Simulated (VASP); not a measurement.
Runs of VASP 6.6.1 on Mg7Te8 (a cell with a defect). The cell holds a defect, 15 atoms: a = 8.352 Å, b = 8.352 Å, c = 8.352 Å, α = 60.00°, β = 60.00°, γ = 60.00°. 

```tsv
cell	gap on the mesh (eV)	pressure (GPa)	largest force (eV/Å)
Mg vacancy, atoms relaxed	none	-1.2	0.01
atom 1 (Mg) set half-way to the vacancy, atoms relaxed in the symmetry of that start	none	(a)	0.01
Fm-3m, 27.47 Å³/atom	none	-1.2	0.01
Immm, 27.47 Å³/atom	none	4.2	10.20
```

Alike in all rows: task single point; level PBEsol; potentials or basis VASP PAW PBE potentials, release 64 (Mg, Te); no spin polarisation; k mesh 4 × 4 × 4; cutoff (eV) 520; smearing gaussian 0.05 eV.

Problem. Fill in the values left out.

Solution. (a) -0.3.

Caveats: the PAW data sets were made with another functional, which shifts forces and pressure a little.

A k mesh can miss the band edges, and the runs leave out spin-orbit coupling on Te.

A gap of «none» marks a metal or a gap under the smearing width.

Not every run made on this cell is shown here.
